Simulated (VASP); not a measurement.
GaSb, 2 atoms in the cell. Symmetry: F-43m, No. 216, cubic system. Conventional cell: a = 5.932 Å, b = 5.932 Å, c = 5.932 Å, α = 90.00°, β = 90.00°, γ = 90.00°. Around Ga (site symmetry -43m) lie 4 Sb at 2.57 Å. Sb (site symmetry -43m) has 4 Ga at 2.57 Å as nearest neighbours.  The cell isn't the ideal one: a relaxed cell with its volume scaled by 0.94.

```yaml
Program: VASP 6.6.1
Task: relaxation of the atoms
Functional: LDA
Potentials_or_basis: VASP PAW LDA potentials, release 64 (Ga_d, Sb)
Cutoff: 600 eV
k_mesh: 10 × 10 × 10
Occupations: gaussian, width 0.03 eV
Spin: no spin polarisation
Further_INCAR_settings: ALGO = Normal; EDIFF = 1e-07; IBRION = 2; EDIFFG = -0.01; NSW = 40
```

Potentials or basis: VASP PAW LDA potentials, release 64 (Ga_d, Sb).

Command:

```sh
$ cat potpaw_LDA.64/Ga_d/POTCAR potpaw_LDA.64/Sb/POTCAR > POTCAR
$ mpirun -np 1 vasp_std > vasp.out
```

Hardware: 1 thread of Intel(R) Xeon(R) Platinum 8488C (Sapphire Rapids), with other jobs on the host.

Problem. Estimate the wall time of this run.

Solution. It took 20 s on 1 thread of Intel(R) Xeon(R) Platinum 8488C (Sapphire Rapids) (shared host), peak memory 0.2 GiB. Counts: scf iterations 12, k points 47, ion steps 1.
